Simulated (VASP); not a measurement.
# Ga2O3 (C2/m) in VASP: further runs

One crystal, Ga2O3, is run at these levels: PBE; tasks: relaxation of cell and atoms.

Everything below comes from runs of VASP 6.6.1. Logs are shortened: lines on timing, memory, paths and dates and some standing lists are left out, and cuts for length are marked.

## (1) The structure

Symmetry: C2/m, No. 12, monoclinic system. Conventional cell: a = 12.214 Å, b = 3.037 Å, c = 5.798 Å, α = 90.00°, β = 103.83°, γ = 90.00°. Ga (site symmetry m) has 4 O at 1.83 to 1.86 Å as nearest neighbours. Around Ga (site symmetry m) lie 6 O at 1.94 to 2.07 Å. O (site symmetry m) is surrounded by 3 Ga at 1.83 to 1.94 Å. O (site symmetry m) is surrounded by 4 Ga at 1.86 to 2.07 Å. O (site symmetry m) is surrounded by 3 Ga at 1.83 to 1.94 Å.

## (2) Relaxation of cell and atoms, PBE

Contents of INCAR:

```
SYSTEM = Ga2O3
  PREC = Accurate
  ENCUT = 600
  EDIFF = 1E-6
  ISMEAR = 0
  SIGMA = 0.03
  LREAL = .False.
  LASPH = .True.
  NELM = 80
  ALGO = Normal
  ISIF = 3
  LWAVE = .False.
  LCHARG = .False.
  GGA = PE
  IBRION = 2
  NSW = 90
  EDIFFG = -0.01
  KPAR = 4
```

Contents of KPOINTS:

```
regular mesh
0
Gamma
  10 10 6
  0 0 0
```

Contents of POSCAR:

```
Ga2O3
1.0
    6.1070000000     -1.5185500000      0.0000000000
    6.1070000000      1.5185500000      0.0000000000
   -1.3859889000      0.0000000000      5.6300087400
Ga O
4 6
Direct
    0.0905000000      0.0905000000      0.7946000000
    0.9095000000      0.9095000000      0.2054000000
    0.6586600000      0.6586600000      0.3140200000
    0.3413400000      0.3413400000      0.6859800000
    0.1645000000      0.1645000000      0.1098000000
    0.8355000000      0.8355000000      0.8902000000
    0.1733000000      0.1733000000      0.5632000000
    0.8267000000      0.8267000000      0.4368000000
    0.4959000000      0.4959000000      0.2566000000
    0.5041000000      0.5041000000      0.7434000000
```

Potentials or basis: VASP PAW PBE potentials, release 64 (Ga_d, O).

Command:

```console
$ cat potpaw_PBE.64/Ga_d/POTCAR potpaw_PBE.64/O/POTCAR > POTCAR
$ mpirun -np 4 vasp_std > vasp.out
```

OUTCAR:

```text
SYSTEM = Ga2O3
   PREC = Accurate
   ENCUT = 600
   EDIFF = 1E-6
   ISMEAR = 0
   LREAL = .False.
   LASPH = .True.
   NELM = 80
   ISIF = 3
   GGA = PE
   IBRION = 2
   NSW = 90
   EDIFFG = -0.01

 ion  position               nearest neighbor table
   1  0.090  0.090  0.795-  10 1.83  10 1.83   5 1.83   7 1.86
   2  0.910  0.910  0.205-   9 1.83   9 1.83   6 1.83   8 1.86
   3  0.659  0.659  0.314-   9 1.94   5 1.94   5 1.94   8 2.01   7 2.07   7 2.07
   4  0.341  0.341  0.686-  10 1.94   6 1.94   6 1.94   7 2.01   8 2.07   8 2.07
   5  0.164  0.164  0.110-   1 1.83   3 1.94   3 1.94
   6  0.836  0.836  0.890-   2 1.83   4 1.94   4 1.94
   7  0.173  0.173  0.563-   1 1.86   4 2.01   3 2.07   3 2.07
   8  0.827  0.827  0.437-   2 1.86   3 2.01   4 2.07   4 2.07
   9  0.496  0.496  0.257-   2 1.83   2 1.83   3 1.94
  10  0.504  0.504  0.743-   1 1.83   1 1.83   4 1.94

  LATTYP: Found a base centered monoclinic cell.
 ALAT       =    12.2140000000
 B/A-ratio  =     0.2486572785
 C/A-ratio  =     0.4747093502
 COS(beta)  =    -0.2390419102

  Lattice vectors:

 A1 = (   6.1070000000,  -1.5185500000,   0.0000000000)
 A2 = (   6.1070000000,   1.5185500000,   0.0000000000)
 A3 = (  -1.3859889000,   0.0000000000,   5.6300087400)

Analysis of symmetry for initial positions (statically):
=====================================================================
 Subroutine PRICEL returns:
 Original cell was already a primitive cell.

 Routine SETGRP: Setting up the symmetry group for a
 base centered monoclinic supercell.

 Subroutine GETGRP returns: Found  4 space group operations
 (whereof  4 operations were pure point group operations)
 out of a pool of  4 trial point group operations.

The static configuration has the point symmetry C_2h.

Analysis of symmetry for dynamics (positions and initial velocities):
=====================================================================
 Subroutine PRICEL returns:
 Original cell was already a primitive cell.

 Routine SETGRP: Setting up the symmetry group for a
 base centered monoclinic supercell.

 Subroutine GETGRP returns: Found  4 space group operations
 (whereof  4 operations were pure point group operations)
 out of a pool of  4 trial point group operations.

The dynamic configuration has the point symmetry C_2h.

[... 129 lines left out ...]
   ISMEAR =     0;   SIGMA  =   0.03  broadening in eV -4-tet -1-fermi 0-gaus
   EFERMI_NEDOS =   21; number of points for ismear=-14 and -15
   IALGO  =     38    algorithm
   IMIX   =      4    mixing-type and parameters
     AMIX     =   0.40;   BMIX     =  1.00
     AMIX_MAG =   1.60;   BMIX_MAG =  1.00
  volume/ion in A,a.u.               =      10.44        70.47
  Fermi-wavevector in a.u.,A,eV,Ry     =   1.546335  2.922150 32.533613  2.391153
  Thomas-Fermi vector in A             =   2.651586
   LORBIT       =      0    0 simple, 1 ext, 2 COOP (PROOUT), +10 PAW based schemes
   GGA     = PE    functional components
   LHFCALC =     F    Hartree Fock is set to
   AEXX    =    0.0000 exact exchange contribution
   IVDW    =     0    specifies the selected vdW correction
   LEPSILON=     F    determine dielectric tensor
   LRPA    =     F    only Hartree local field effects (RPA)
 conjugate gradient relaxation of ions
 non-spin polarized calculation
 Gauss-broadening in eV      SIGMA  =   0.03
  energy-cutoff  :      600.00
  volume of cell :      104.42
 maximum number of plane-waves:      3516
   NGX = 25   NGY = 25   NGZ = 23

--------------------------------------- Ionic step        1  -------------------------------------------

 number of electron      88.0000002 magnetization

 Free energy of the ion-electron system (eV)
  ---------------------------------------------------
  ext. energy  EPLUGINS =         0.00000000
  ---------------------------------------------------
  free energy    TOTEN  =       -59.52108813 eV

  energy without entropy =      -59.52108813  energy(sigma->0) =      -59.52108813

------------------------ aborting loop because EDIFF is reached ----------------------------------------

  FORCE on cell =-STRESS in cart. coord.  units (eV):
  Direction    XX          YY          ZZ          XY          YZ          ZX
  --------------------------------------------------------------------------------------
  -------------------------------------------------------------------------------------
  Total        6.3145517      6.9732310      6.1319394      0.0000000      0.0000000      0.1110600
  in kB       96.8851067    106.9913224     94.0832595      0.0000000      0.0000000      1.7040095
  external PRESSURE =      99.3198962 kB  Pullay stress =       0.0000000 kB
[... 113 lines left out ...]
  FREE ENERGIE OF THE ION-ELECTRON SYSTEM (eV)
  ---------------------------------------------------
  free  energy   TOTEN  =       -59.6774849445 eV

  energy  without entropy=      -59.6774849445  energy(sigma->0) =      -59.67748494

[... ionic steps 4 to 25 ...]

--------------------------------------- Ionic step       26  -------------------------------------------

 number of electron      88.0000002 magnetization

------------------------ aborting loop because EDIFF is reached ----------------------------------------
[... 83 lines left out ...]
--------------------------------------- Ionic step       28  -------------------------------------------

 number of electron      88.0000002 magnetization

 Free energy of the ion-electron system (eV)
  ---------------------------------------------------
  ext. energy  EPLUGINS =         0.00000000
  ---------------------------------------------------
  free energy    TOTEN  =       -59.68107584 eV

  energy without entropy =      -59.68107584  energy(sigma->0) =      -59.68107584

 E-fermi :   3.5544     XC(G=0): -11.3624

 val. band max:        3.4168108350   @ k =   0.5000   0.4000   0.5000
 cond. band min:       5.3912184505   @ k =   0.0000   0.0000   0.0000
 fundamental gap:      1.9744076155
 Fermi energy:         3.5544234595

 k-point     1 :       0.0000    0.0000    0.0000
  band No.  band energies     occupation
      1     -15.1907      2.00000
      2     -14.1401      2.00000
      3     -14.1083      2.00000
      4     -14.0039      2.00000
      5     -13.5650      2.00000
      6     -13.5600      2.00000
[... 1309 lines left out ...]
     51      12.3032      0.00000
     52      12.9576      0.00000

 [... further k-points ...]
[... 5 lines left out ...]
  --------------------------------------------------------------------------------------
  -------------------------------------------------------------------------------------
  Total       -0.0254375     -0.0509606     -0.0479951      0.0000000      0.0000000      0.0248885
  in kB       -0.3708740     -0.7429956     -0.6997585      0.0000000      0.0000000      0.3628689
  external PRESSURE =      -0.6045427 kB  Pullay stress =       0.0000000 kB
[... 25 lines left out ...]
  FREE ENERGIE OF THE ION-ELECTRON SYSTEM (eV)
  ---------------------------------------------------
  free  energy   TOTEN  =       -59.6810758405 eV

  energy  without entropy=      -59.6810758405  energy(sigma->0) =      -59.68107584

 reached required accuracy - stopping structural energy minimisation
```

OSZICAR:

```text
N       E                     dE             d eps       ncg     rms          rms(c)
DAV:   1     0.128215969523E+04    0.12822E+04   -0.44580E+04 20700   0.339E+03
DAV:   2     0.225785631309E+03   -0.10564E+04   -0.10123E+04 18328   0.879E+02
DAV:   3    -0.452343129094E+02   -0.27102E+03   -0.26448E+03 20992   0.284E+02
[... 202 lines left out ...]
       N       E                     dE             d eps       ncg     rms          rms(c)
DAV:   1    -0.596810796074E+02   -0.22837E-04   -0.59327E-03 19504   0.413E-01    0.348E-02
DAV:   2    -0.596810811631E+02   -0.15557E-05   -0.24266E-04 21452   0.147E-01    0.176E-02
DAV:   3    -0.596810766275E+02    0.45356E-05   -0.30315E-05 24684   0.616E-02    0.654E-03
DAV:   4    -0.596810758405E+02    0.78698E-06   -0.37054E-06 16200   0.462E-02
  28 F= -.59681076E+02 E0= -.59681076E+02  d E =-.189716E-04
```

It took 2.1 h on 4 MPI ranks of AMD EPYC 7R13 (Zen 3), shared host; peak memory 0.96 GiB.

What came out:

```
Free energy                            : -59.6811 eV
Relaxed volume                         : 10.99 Å³/atom
Relaxed cell                           : a = 6.417 Å, b = 6.417 Å, c = 5.883 Å, α = 103.30°, β = 103.30°, γ = 27.83°
Space group after relaxing (to 0.05 Å) : C2/m (No. 12)
Energy gained by relaxing              : 16.0 meV/atom
Ionic steps                            : 28
Pressure after relaxing                : -0.1 GPa
Largest force after relaxing           : 0.007 eV/Å
Band gap on the k mesh                 : 1.97 eV, indirect (least direct gap 2.00 eV)
```

Forces in eV/Å, atoms in the order of the input:
```
Ga   0.000  0.000 -0.002
Ga   0.000  0.000  0.002
Ga  -0.002  0.000 -0.002
Ga   0.002  0.000  0.002
O   -0.006  0.000 -0.003
O    0.006  0.000  0.003
O    0.005  0.000  0.000
O   -0.005  0.000  0.000
O   -0.001  0.000 -0.006
O    0.001  0.000  0.006
```

The path:
| step | energy change (eV) | largest force (eV/Å) | pressure (GPa) | volume (Å³) |
| --- | --- | --- | --- | --- |
| 1 | 0.0000 | 0.2443 | 9.93 | 104.42 |
| 2 | -0.0375 | 0.3990 | -7.10 | 114.51 |
| 3 | -0.1564 | 0.1601 | 0.06 | 109.62 |
| 4 | -0.1564 | 0.1542 | 0.25 | 109.52 |
| 5 | -0.1586 | 0.0689 | 0.13 | 109.70 |
| 6 | -0.1587 | 0.0508 | 0.16 | 109.67 |
| 7 | -0.1593 | 0.0376 | -0.14 | 109.85 |
| 8 | -0.1593 | 0.0373 | -0.17 | 109.86 |
| 9 | -0.1596 | 0.0227 | 0.06 | 109.79 |
| 10 | -0.1596 | 0.0244 | 0.20 | 109.74 |
| 11 | -0.1598 | 0.0204 | 0.03 | 109.82 |
| 12 | -0.1598 | 0.0208 | 0.06 | 109.83 |
| 13 | -0.1598 | 0.0218 | 0.01 | 109.84 |
| 14 | -0.1598 | 0.0209 | 0.08 | 109.84 |
| 15 | -0.1598 | 0.0216 | 0.06 | 109.84 |
| 16 | -0.1598 | 0.0181 | -0.04 | 109.88 |
| 17 | -0.1599 | 0.0169 | -0.09 | 109.90 |
| 18 | -0.1599 | 0.0138 | 0.05 | 109.87 |
| 19 | -0.1599 | 0.0129 | 0.08 | 109.85 |
| 20 | -0.1599 | 0.0101 | -0.03 | 109.87 |
| 21 | -0.1599 | 0.0110 | -0.03 | 109.88 |
| 22 | -0.1599 | 0.0151 | -0.09 | 109.90 |
| 23 | -0.1599 | 0.0121 | 0.01 | 109.89 |
| 24 | -0.1599 | 0.0129 | -0.04 | 109.90 |
| 25 | -0.1599 | 0.0130 | -0.04 | 109.89 |
| 26 | -0.1600 | 0.0118 | 0.01 | 109.88 |
| 27 | -0.1600 | 0.0113 | 0.02 | 109.88 |
| 28 | -0.1600 | 0.0068 | -0.06 | 109.89 |

Final structure:
```cif
data_structure
_symmetry_space_group_name_H-M 'P 1'
_symmetry_Int_Tables_number 1
_cell_length_a 6.4173
_cell_length_b 6.4173
_cell_length_c 5.8828
_cell_angle_alpha 103.297
_cell_angle_beta 103.297
_cell_angle_gamma 27.833
_cell_volume 109.89
loop_
_atom_site_label
_atom_site_type_symbol
_atom_site_fract_x
_atom_site_fract_y
_atom_site_fract_z
_atom_site_occupancy
Ga1 Ga 0.09002 0.09002 0.79487 1
Ga2 Ga 0.90998 0.90998 0.20513 1
Ga3 Ga 0.65848 0.65848 0.31405 1
Ga4 Ga 0.34152 0.34152 0.68595 1
O1 O 0.16382 0.16382 0.10912 1
O2 O 0.83618 0.83618 0.89088 1
O3 O 0.17356 0.17356 0.56407 1
O4 O 0.82644 0.82644 0.43593 1
O5 O 0.49595 0.49595 0.25657 1
O6 O 0.50405 0.50405 0.74343 1
```

## (3) Relaxation of cell and atoms, PBE

This run uses another cell than the first one, of 10.99 Å³/atom, 1.052 times its volume.

Changes to INCAR since step 2:

```diff
@@ -3,3 +3,3 @@
   ENCUT = 600
-  EDIFF = 1E-6
+  EDIFF = 1E-7
   ISMEAR = 0
@@ -16,3 +16,3 @@
   NSW = 90
-  EDIFFG = -0.01
+  EDIFFG = -0.005
   KPAR = 4
```

KPOINTS is that of step 2.

Contents of POSCAR:

```
Ga2O3                                   
1.0
    6.2289241239     -1.5433917476      0.0107131572
    6.2289241239      1.5433917476      0.0107131572
   -1.4037784983      0.0000000000      5.7128987397
  Ga              O             
     4     6
Direct
     0.0900175025359321    0.0900175025359321    0.7948655386955068
     0.9099824974640680    0.9099824974640680    0.2051344613044931
     0.6584818965818717    0.6584818965818717    0.3140507218388737
     0.3415181034181284    0.3415181034181284    0.6859492781611265
     0.1638243835436134    0.1638243835436134    0.1091237915225968
     0.8361756164563866    0.8361756164563866    0.8908762084774033
     0.1735593742898730    0.1735593742898730    0.5640687278099934
     0.8264406257101271    0.8264406257101271    0.4359312721900065
     0.4959529767136986    0.4959529767136986    0.2565730702605568
     0.5040470232863012    0.5040470232863012    0.7434269297394432
```

Potentials or basis: VASP PAW PBE potentials, release 64 (Ga_d, O).

Command:

```console
$ cat potpaw_PBE.64/Ga_d/POTCAR potpaw_PBE.64/O/POTCAR > POTCAR
$ mpirun -np 4 vasp_std > vasp.out
```

OUTCAR:

```text
SYSTEM = Ga2O3
   PREC = Accurate
   ENCUT = 600
   EDIFF = 1E-7
   ISMEAR = 0
   LREAL = .False.
   LASPH = .True.
   NELM = 80
   ISIF = 3
   GGA = PE
   IBRION = 2
   NSW = 90
   EDIFFG = -0.005

 ion  position               nearest neighbor table
   1  0.090  0.090  0.795-   5 1.86  10 1.86  10 1.86   7 1.90
   2  0.910  0.910  0.205-   6 1.86   9 1.86   9 1.86   8 1.90
   3  0.658  0.658  0.314-   5 1.97   5 1.97   9 1.97   8 2.04   7 2.11   7 2.11
   4  0.342  0.342  0.686-   6 1.97   6 1.97  10 1.97   7 2.04   8 2.11   8 2.11
   5  0.164  0.164  0.109-   1 1.86   3 1.97   3 1.97
   6  0.836  0.836  0.891-   2 1.86   4 1.97   4 1.97
   7  0.174  0.174  0.564-   1 1.90   4 2.04   3 2.11   3 2.11
   8  0.826  0.826  0.436-   2 1.90   3 2.04   4 2.11   4 2.11
   9  0.496  0.496  0.257-   2 1.86   2 1.86   3 1.97
  10  0.504  0.504  0.743-   1 1.86   1 1.86   4 1.97

  LATTYP: Found a base centered monoclinic cell.
 ALAT       =    12.4578666734
 B/A-ratio  =     0.2477778560
 C/A-ratio  =     0.4722188896
 COS(beta)  =    -0.2369520167

  Lattice vectors:

 A1 = (   6.2289241239,  -1.5433917476,   0.0107131572)
[... 197 lines left out ...]

------------------------ aborting loop because EDIFF is reached ----------------------------------------

  FORCE on cell =-STRESS in cart. coord.  units (eV):
  Direction    XX          YY          ZZ          XY          YZ          ZX
  --------------------------------------------------------------------------------------
  -------------------------------------------------------------------------------------
  Total       -0.0472417     -0.0633470     -0.0514019      0.0000000      0.0000000      0.0147931
  in kB       -0.6887748     -0.9235854     -0.7494296      0.0000000      0.0000000      0.2156803
  external PRESSURE =      -0.7872633 kB  Pullay stress =       0.0000000 kB
[... 75 lines left out ...]
--------------------------------------- Ionic step        3  -------------------------------------------

 number of electron      88.0000004 magnetization

 Free energy of the ion-electron system (eV)
  ---------------------------------------------------
  ext. energy  EPLUGINS =         0.00000000
  ---------------------------------------------------
  free energy    TOTEN  =       -59.69454561 eV

  energy without entropy =      -59.69454561  energy(sigma->0) =      -59.69454561

 E-fermi :   3.5594     XC(G=0): -11.3647

 val. band max:        3.4201754468   @ k =   0.5000   0.4000   0.5000
 cond. band min:       5.3992834241   @ k =   0.0000   0.0000   0.0000
 fundamental gap:      1.9791079773
 Fermi energy:         3.5594210245

 k-point     1 :       0.0000    0.0000    0.0000
  band No.  band energies     occupation
      1     -15.1898      2.00000
      2     -14.1395      2.00000
      3     -14.1072      2.00000
      4     -14.0016      2.00000
      5     -13.5622      2.00000
      6     -13.5574      2.00000
[... 1309 lines left out ...]
     51      12.3105      0.00000
     52      12.9650      0.00000

 [... further k-points ...]
[... 5 lines left out ...]
  --------------------------------------------------------------------------------------
  -------------------------------------------------------------------------------------
  Total        0.0034542      0.0002918     -0.0064323      0.0000000      0.0000000      0.0143540
  in kB        0.0503838      0.0042565     -0.0938241      0.0000000      0.0000000      0.2093733
  external PRESSURE =      -0.0130613 kB  Pullay stress =       0.0000000 kB
[... 25 lines left out ...]
  FREE ENERGIE OF THE ION-ELECTRON SYSTEM (eV)
  ---------------------------------------------------
  free  energy   TOTEN  =       -59.6945456108 eV

  energy  without entropy=      -59.6945456108  energy(sigma->0) =      -59.69454561

 reached required accuracy - stopping structural energy minimisation
```

OSZICAR:

```text
N       E                     dE             d eps       ncg     rms          rms(c)
DAV:   1     0.127487513708E+04    0.12749E+04   -0.44559E+04 20448   0.334E+03
DAV:   2     0.223069993360E+03   -0.10518E+04   -0.10091E+04 18480   0.869E+02
DAV:   3    -0.449687139379E+02   -0.26804E+03   -0.26044E+03 21060   0.280E+02
DAV:   4    -0.680212354745E+02   -0.23053E+02   -0.22832E+02 22384   0.875E+01
[... 24 lines left out ...]
DAV:   2    -0.596945606586E+02    0.54056E-04   -0.19324E-04 27452   0.139E-01    0.243E-02
DAV:   3    -0.596945476232E+02    0.13035E-04   -0.30862E-05 29060   0.739E-02    0.711E-03
DAV:   4    -0.596945459713E+02    0.16519E-05   -0.97923E-06 28300   0.241E-02    0.378E-03
DAV:   5    -0.596945456700E+02    0.30135E-06   -0.23683E-06 22588   0.122E-02    0.776E-04
DAV:   6    -0.596945456108E+02    0.59170E-07   -0.94933E-08 10388   0.327E-03
   3 F= -.59694546E+02 E0= -.59694546E+02  d E =-.177283E-04
```

Wall time 24 min (4 MPI ranks of AMD EPYC 7R13 (Zen 3), shared host); peak memory 1 GiB.

Results:

| Quantity | Value |
| --- | --- |
| Free energy | -59.6945 eV |
| Relaxed volume | 10.98 Å³/atom |
| Relaxed cell | a = 6.416 Å, b = 6.416 Å, c = 5.882 Å, α = 103.29°, β = 103.29°, γ = 27.83° |
| Space group after relaxing (to 0.05 Å) | C2/m (No. 12) |
| Energy gained by relaxing | 0.0 meV/atom |
| Ionic steps | 3 |
| Pressure after relaxing | 0.0 GPa |
| Largest force after relaxing | 0.005 eV/Å |
| Band gap on the k mesh | 1.98 eV, indirect (least direct gap 2.00 eV) |

Forces on the atoms (eV/Å):
```
Ga   0.000  0.000 -0.002
Ga   0.000  0.000  0.002
Ga  -0.002  0.000 -0.001
Ga   0.002  0.000  0.001
O   -0.004  0.000 -0.003
O    0.004  0.000  0.003
O    0.002  0.000  0.001
O   -0.002  0.000 -0.001
O    0.002  0.000 -0.003
O   -0.002  0.000  0.003
```

Final structure:
```
CELL_PARAMETERS angstrom
6.22810 -1.54312 0.01097
6.22810 1.54312 0.01097
-1.40336 0.00000 5.71202
ATOMIC_POSITIONS crystal
Ga 0.09001 0.09001 0.79485
Ga 0.90999 0.90999 0.20515
Ga 0.65847 0.65847 0.31404
Ga 0.34153 0.34153 0.68596
O 0.16381 0.16381 0.10911
O 0.83619 0.83619 0.89089
O 0.17357 0.17357 0.56407
O 0.82643 0.82643 0.43593
O 0.49595 0.49595 0.25654
O 0.50405 0.50405 0.74346
```
